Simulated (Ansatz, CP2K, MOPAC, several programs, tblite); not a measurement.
Energy against volume for rocksalt RbCl, at fixed shape and fractional coordinates, computed by several methods (PBE and r2SCAN, where shown, with plane waves in Ansatz); the cell shown is that of r2SCAN. It is cubic, Fm-3m (No. 225); conventional cell a = 6.612 Å, 36.13 Å³ an atom. Around Rb lie 6 Cl at 3.31 Å; around Cl lie 6 Rb at 3.31 Å. The values are computed, spin-unpolarised, and not measurements. Energies count from each curve's lowest point; fits are third-order Birch-Murnaghan.

```cif
data_structure
_symmetry_space_group_name_H-M 'Fm-3m'
_symmetry_Int_Tables_number 225
_cell_length_a 6.6116
_cell_length_b 6.6116
_cell_length_c 6.6116
_cell_angle_alpha 90.000
_cell_angle_beta 90.000
_cell_angle_gamma 90.000
_cell_volume 289.02
loop_
_atom_site_label
_atom_site_type_symbol
_atom_site_symmetry_multiplicity
_atom_site_Wyckoff_symbol
_atom_site_fract_x
_atom_site_fract_y
_atom_site_fract_z
_atom_site_occupancy
Rb1 Rb 4 a 0.00000 0.00000 0.00000 1
Cl1 Cl 4 b 0.50000 0.00000 0.00000 1
```

Q: PBE, on the shape of its own relaxed cell, gives

| V (Å³/atom) | E (meV/atom) |
| --- | --- |
| 35.281 | 7.06 |
| 36.407 | 1.72 |
| 37.533 | 0.00 |
| 38.659 | 1.29 |
| 39.785 | 5.11 |

What equilibrium volume and bulk modulus follow?

A: V₀ = 37.58 Å³ an atom and B₀ = 14 GPa.

GFN2-xTB (tblite), on the shape of the cell shown, as a cluster of 64 atoms at the zone centre:

| V (Å³/atom) | E (meV/atom) |
| --- | --- |
| 31.792 | 137.35 |
| 33.960 | 89.02 |
| 36.127 | 50.91 |
| 38.295 | 21.73 |
| 40.463 | 0.00 |

The lowest point is an end point, so the minimum isn't bracketed.

PM7 (MOPAC), on the shape of the cell shown, as a cluster of 64 atoms at the zone centre:

| V (Å³/atom) | E (meV/atom) |
| --- | --- |
| 31.792 | 472.47 |
| 33.960 | 290.27 |
| 36.127 | 159.69 |
| 38.295 | 60.93 |
| 40.463 | 0.00 |

This method closes the gap of a crystal that DFT finds insulating, so its curve rests on a wrong state.
The lowest point is an end point, so the minimum isn't bracketed.

Q: PBE/DZVP (CP2K), on the shape of the cell shown, gives

| V (Å³/atom) | E (meV/atom) |
| --- | --- |
| 31.792 | 63.56 |
| 33.960 | 23.49 |
| 36.127 | 4.32 |
| 38.295 | 0.00 |
| 40.463 | 6.28 |

What equilibrium volume and bulk modulus follow?

A: V₀ = 37.98 Å³ an atom and B₀ = 14 GPa.

PBE/SZV (CP2K), on the shape of the cell shown:
```
V (Å³/atom)  E (meV/atom)
     31.792         91.98
     33.960         36.49
     36.127          8.50
     38.295          0.00
     40.463          5.43
```
V₀ = 38.41 Å³ an atom and B₀ = 18 GPa.
